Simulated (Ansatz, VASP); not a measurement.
**Pb: VASP beside Ansatz**

```
Pb
1.0
     0.00000    2.54118    2.54118
     2.54118    0.00000    2.54118
     2.54118    2.54118    0.00000
Pb
1
Direct
  0.00000 0.00000 0.00000
```

Alike in both runs: functional revPBE; k mesh 11 × 11 × 11; occupations fermi-dirac, width 0.1 eV; no spin polarisation.

Ansatz relaxed the structure, and its values are those at the end. VASP's run is a single point on that final structure, the one shown.

|  | VASP | Ansatz |
| --- | --- | --- |
| version | VASP 6.6.1 | Ansatz 0.2.0 |
| potentials or method | VASP PAW PBE potentials, release 64 (Pb_d) | plane waves (420 eV) with PAW, scalar-relativistic |
| plane-wave cutoff (eV) | 520 | 420 |
| valence electrons in the cell | 14 | 14 |

```tsv
	VASP	Ansatz	Ansatz less VASP
pressure (GPa)	0.0	0.0	+0.05
```

The functional is the same, so the differences come from potentials, cutoffs and numerics.

Caveats: the PAW data sets were made with another functional, which shifts forces and pressure a little (VASP). Spin-orbit coupling is left out, which matters for the levels of Pb.
